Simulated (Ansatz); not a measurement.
# Si: the cost of one run

Program: Ansatz 0.2.0. Level of theory: DFT PBE, scalar-relativistic, plane waves, PAW. These are calculated values, not measurements.

### Step 1. Starting point

The structure is cubic, space group Fd-3m (No. 227). The conventional cell has a = 11.726 Å, b = 11.726 Å, c = 11.726 Å, α = 90.00°, β = 90.00°, γ = 90.00°. Around Si (site symmetry 3m) lie 4 Si at 2.14 to 2.45 Å.

Structure file:

```xyz
8
Lattice="0.0000 5.8630 5.8630 5.8630 0.0000 5.8630 5.8630 5.8630 0.0000" Properties=species:S:1:pos:R:3 pbc="T T T"
Si    0.7573    5.1057    5.1057
Si    2.1742    2.1742    2.1742
Si    3.6888    3.6888    2.1742
Si    3.6888    2.1742    3.6888
Si    5.1057    0.7573    5.1057
Si    0.7573    0.7573    0.7573
Si    5.1057    5.1057    0.7573
Si    2.1742    3.6888    3.6888
```

Recipe of the guess: 4-connected net of one element (Fd-3m, No. 227). Lengths come from tabulated atomic sizes and are only a guess.

### Step 2. A first look at the guess

File input.yaml:

```yaml
crystal:
  lattice:
    - [0.0, 5.86299465, 5.86299465]
    - [5.86299465, 0.0, 5.86299465]
    - [5.86299465, 5.86299465, 0.0]
  atoms:
    - { symbol: Si, position: [0.80625302, 0.06458233, 0.06458233] }
    - { symbol: Si, position: [0.18541767, 0.18541767, 0.18541767] }
    - { symbol: Si, position: [0.18541767, 0.18541767, 0.44374698] }
    - { symbol: Si, position: [0.18541767, 0.44374698, 0.18541767] }
    - { symbol: Si, position: [0.06458233, 0.80625302, 0.06458233] }
    - { symbol: Si, position: [0.06458233, 0.06458233, 0.06458233] }
    - { symbol: Si, position: [0.06458233, 0.06458233, 0.80625302] }
    - { symbol: Si, position: [0.44374698, 0.18541767, 0.18541767] }
basis:
  ecutwfc: 420
kpoints:
  mp_grid: { grid: [4, 4, 4] }
hamiltonian:
  xc: pbe
scf:
  occupations: { method: gaussian, width: 0.1 }
  lower_state_search: "off"
output:
  forces: true
  stress: true
  eigenvalues: true
```

On the command line:

```sh
$ ansatz run input.yaml --threads 1 --pin off --max-ram 2048MiB --backend cpu --events-out ev --progress --plain --runs-dir out
```

**Question.** How long does this run take on 1 thread of Intel Xeon 6975P-C (Granite Rapids), shared host, and how much memory does it need?

About 4.5 s, with a peak of 0.57 GiB.
